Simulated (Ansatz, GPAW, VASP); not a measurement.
## In: programs and potentials compared

```
CELL_PARAMETERS angstrom
-1.62547 1.62547 2.47370
1.62547 -1.62547 2.47370
1.62547 1.62547 -2.47370
ATOMIC_POSITIONS crystal
In 0.00000 0.00000 0.00000
```

Alike in all runs: task single point; functional LDA; k mesh 11 × 11 × 11; occupations gaussian, width 0.05 eV; no spin polarisation; no spin-orbit coupling. LDA stands for any of its common fits. Pressure is positive in compression and, in plane waves, holds the error of the finite cutoff.

| program and potentials | plane-wave cutoff (eV) | notes | pressure (GPa) |
| --- | --- | --- | --- |
| VASP, LDA PAW files In_d, 520 eV | 520 | - | -2.57 |
| GPAW, the program's PAW data sets (release 1.2.1) made for this functional | 600 | - | -2.89 |
| Ansatz, all-electron LAPW, scalar-relativistic | - | - | ? |

Estimate from the other rows what the run with Ansatz, all-electron LAPW, scalar-relativistic gave.

Pressure -2.56 GPa. The other rows, which needn't bracket it: pressure -2.89 to -2.57.
